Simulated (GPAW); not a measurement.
Here is a GPAW 26.7.0 calculation.

File run.py:

```python
from ase.calculators.mixing import SumCalculator
from ase.filters import FrechetCellFilter
from ase.io import read, write
from ase.optimize import LBFGS
from dftd3.ase import DFTD3
from gpaw import GPAW, PW

atoms = read('CdTe.xyz')

calc = GPAW(mode=PW(600),
            xc='PBE',
            kpts={'size': (7, 7, 7), 'gamma': True},
            occupations={'name': 'fermi-dirac', 'width': 0.05},
            nbands=18,
            convergence={'density': 1e-05, 'forces': 0.0001},
            maxiter=150,
            txt='gpaw.txt')
atoms.calc = SumCalculator([calc, DFTD3(method='pbe', damping='d3bj')])
opt = LBFGS(FrechetCellFilter(atoms), trajectory='relax.traj', logfile='-')
done = opt.run(fmax=0.05, steps=60)
calc.write('gs.gpw')
write('result.traj', atoms)
print('Converged:', done)
print('Cell:', atoms.cell.cellpar().round(4))
print('Volume:', round(atoms.get_volume(), 4))
print(atoms.get_scaled_positions().round(5))
```

The input CdTe.xyz:

```xyz
2
Lattice="0.0000000000 3.2050000000 3.2050000000 3.2050000000 0.0000000000 3.2050000000 3.2050000000 3.2050000000 0.0000000000" Properties=species:S:1:pos:R:3 pbc="T T T"
Te     4.8075000000      4.8075000000      4.8075000000
Cd     0.0000000000      0.0000000000      0.0000000000
```

Potentials or basis: GPAW PAW data sets (gpaw-data 1.2.1), pw.

Command:

```bash
$ OMP_NUM_THREADS=1 python run.py
```

Question: Estimate the relaxed volume.

Answer: 34.22 Å³/atom.

Question: What does it give for the band gap on the k mesh?

Answer: 0.75 eV, direct.

Question: Estimate the space group after relaxing (to 0.05 Å).

Answer: F-43m (No. 216).

Final structure:
```yaml
crystal:
  lattice:
    - [0.00000, 3.24651, 3.24651]
    - [3.24651, 0.00000, 3.24651]
    - [3.24651, 3.24651, 0.00000]
  atoms:
    - { symbol: Te, position: [0.75000, 0.75000, 0.75000] }
    - { symbol: Cd, position: [0.00000, 0.00000, 0.00000] }
```

Caveat: later steps reuse the first step's grids; spin-orbit coupling is left out, which moves the levels of the heavy elements. Zero-point motion and thermal expansion aren't in these numbers.
